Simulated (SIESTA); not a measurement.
**C under changes of volume**

One of the cells (5.786 Å³/atom); the others are scaled copies at fixed shape and fractional positions:

```
C
1.0
     2.53880    0.00000    0.00000
    -1.26940    2.19867    0.00000
     0.00000    0.00000   12.43753
C
12
Direct
  0.66667 0.33333 0.35417
  0.33333 0.66667 0.85417
  0.66667 0.33333 0.14583
  0.33333 0.66667 0.64583
  0.66667 0.33333 0.47917
  0.33333 0.66667 0.97917
  0.66667 0.33333 0.02083
  0.33333 0.66667 0.52083
  0.00000 0.00000 0.81250
  0.00000 0.00000 0.31250
  0.00000 0.00000 0.68750
  0.00000 0.00000 0.18750
```

This is a hexagonal form of diamond, not graphite.

- Program: SIESTA 5.4.2
- Functional: PBE
- Potentials or basis: PseudoDojo 0.4 standard (PBE files)
- Basis: DZP (energy shift 0.003 Ry)
- Grid cutoff: 500 Ry
- Energy shift: 0.003 Ry
- k mesh: 12 × 12 × 3
- Occupations: fermi-dirac, width 0.05 eV
- Spin: no spin polarisation

```tsv
volume (Å³/atom)	energy over the lowest point (meV/atom)	pressure (GPa)	gap on the mesh (eV)	largest force (eV/Å)
5.332	?	?	?	?
5.445	33.24	30.8	4.65	0.368
5.559	15.21	20.3	4.59	0.356
5.786	0.00	1.8	4.47	0.333
5.899	1.67	-6.4	4.42	0.322
6.012	8.84	-13.8	4.37	0.311
```

Problem. What does the run at 5.332 Å³/atom give?

Solution. Energy over the lowest point 59.01 meV/atom; pressure 42.2 GPa; gap on the mesh 4.71 eV; largest force 0.379 eV/Å.

Worked out: A Birch-Murnaghan fit of order 3 (a polynomial in V^(-2/3)) to the other rows has its minimum at 5.81 Å³/atom with B0 = V·E''(V) = 428 GPa and B' = 3.1 at fixed shape and positions, which overstates the stiffness. It gives 58.75 meV/atom at 5.332 Å³/atom, against the run's 59.01, and -dE/dV = 41.8 GPa, against 42.2. A straight line through the other rows of the gap, of slope -2.85 eV per unit of ln V, extrapolates to 4.71 eV, against the run's 4.71.

Energies are extrapolated to zero smearing.

Caveats: an odd mesh through Γ misses points on the zone boundary, where band edges often lie; the basis of atomic orbitals isn't converged, which shifts pressures, moduli and gaps.
